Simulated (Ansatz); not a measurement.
The system is BN.

```xyz
2
Lattice="0.0000 1.8130 1.8130 1.8130 0.0000 1.8130 1.8130 1.8130 0.0000" Properties=species:S:1:pos:R:3 pbc="T T T"
N     0.9065    0.9065    0.9065
B     0.0000    0.0000    0.0000
```

The cell is a database's computed one.

* Program: Ansatz 0.2.0
* Task: relaxation of cell and atoms
* Functional: revPBE
* Dispersion: D3(BJ)
* Potentials or basis: Ansatz PAW
* Cutoff: 420 eV (not typed: the program's choice for these potentials)
* k mesh: 13 × 13 × 13
* Occupations: fermi-dirac, width 0.05 eV
* Spin: no spin polarisation

At the start: volume 5.96 Å³/atom.

Task: How do energy, volume and symmetry change on relaxing?

Result: It ends after 7 steps and the volume is 5.84 Å³/atom (-2.0 %); space group F-43m (No. 216, to 0.05 Å).

Step by step:
```csv
step,energy change (eV),largest force (eV/Å),volume (Å³)
1,0.0000,0.0000,11.92
2,-0.0053,0.0000,11.78
3,-0.0068,0.0000,11.68
4,-0.0068,0.0000,11.69
5,-0.0055,0.0000,11.69
6,-0.0056,0.0000,11.68
7,-0.0055,0.0000,11.68
```

Final structure:
```
CELL_PARAMETERS angstrom
0.00000 1.80089 1.80089
1.80089 0.00000 1.80089
1.80089 1.80089 0.00000
ATOMIC_POSITIONS crystal
N 0.25000 0.25000 0.25000
B 0.00000 0.00000 0.00000
```

Caveat: the plane-wave basis is chosen anew once the cell has moved, so the energies of steps on either side of that aren't comparable; the pressure holds a Pulay correction of +1.0 GPa for the finite cutoff; the PAW data sets come from PBE, with cores solved anew for the run's functional, which leaves a small shift of forces and pressure.
